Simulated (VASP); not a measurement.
A run of VASP 6.6.1:

File INCAR:

```
SYSTEM = NbP
  ALGO = Normal
  EDIFF = 1E-7
  EDIFFG = -0.002
  ENCUT = 520
  GGA = PE
  IBRION = 2
  ISIF = 3
  ISMEAR = 0
  KPAR = 4
  LASPH = .TRUE.
  LCHARG = .FALSE.
  LREAL = .FALSE.
  LWAVE = .FALSE.
  NELM = 60
  NSW = 80
  PREC = Accurate
  SIGMA = 0.1
```

File KPOINTS:

```
k-points
0
G
  4 4 4
  0 0 0
```

File POSCAR:

```
NbP
1.0
   -1.6749232500      1.6749232500      5.7401081800
    1.6749232500     -1.6749232500      5.7401081800
    1.6749232500      1.6749232500     -5.7401081800
Nb P
2 2
Direct
    0.7498808000      0.7498808000      0.0000000000
    0.4998808000      0.9998808000      0.5000000000
    0.3327477700      0.3327477700      0.0000000000
    0.0827477800      0.5827477800      0.5000000000
```

Potentials or basis: VASP PAW PBE potentials, release 64 (Nb_sv, P).

Launch:

```sh
$ cat potpaw_PBE.64/Nb_sv/POTCAR potpaw_PBE.64/P/POTCAR > POTCAR
$ mpirun -np 4 vasp_std > vasp.out
```

Hardware: 4 MPI ranks on Intel(R) Xeon(R) Platinum 8488C (Sapphire Rapids), with other jobs on the host.

Problem. Estimate the wall time of this run.

Solution. Wall time 2.1 min on 4 MPI ranks on Intel(R) Xeon(R) Platinum 8488C (Sapphire Rapids), on a shared host, peak memory 0.34 GiB a rank. Counts: scf iterations 81, k points 13, ion steps 9.
